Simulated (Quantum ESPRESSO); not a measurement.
**Mo in Quantum ESPRESSO: the effect of target pressure**

Crystal: Mo.

```xyz
1
Lattice="-1.5838 1.5838 1.5838 1.5838 -1.5838 1.5838 1.5838 1.5838 -1.5838" Properties=species:S:1:pos:R:3 pbc="T T T"
Mo    0.0000    0.0000    0.0000
```

Alike in all runs:

* Program: Quantum ESPRESSO 7.5
* Task: phonons
* Functional: PBEsol
* Potentials or basis: GBRV 1.5 PBEsol
* Cutoff: 612 eV
* Density cutoff: 4898 eV
* k mesh: 12 × 12 × 12
* Occupations: cold, width 0.2 eV
* Spin: no spin polarisation

Each run relaxes the cell or the atoms first.

```csv
target pressure,relaxed volume (Å³/atom),highest phonon frequency (cm⁻¹)
0 GPa,?,?
10 GPa,14.79,218
25 GPa,14.17,239
50 GPa,13.37,266
80 GPa,12.63,280
```

What does the run with target pressure 0 GPa give?

Relaxed volume 15.28 Å³/atom; highest phonon frequency 203 cm⁻¹.

Worked out: In Murnaghan's law V^(-B') rises as a straight line in P. The other rows fit best with B' = 3.7, V0 = 15.28 Å³/atom and B0 = 290 GPa, which gives 15.28 Å³/atom at 0 GPa, against the run's 15.28. A parabola through the other rows of the highest phonon frequency, of slope 1.81 cm⁻¹ per GPa there, extrapolates to 201 cm⁻¹, against the run's 203.

Caveats: the cell is more than 3 GPa from zero pressure, which shifts response properties (some runs); the volume moved by over 15 % at a fixed basis, so the end points are rough (some runs).

Runs at the PBE level aren't shown here.
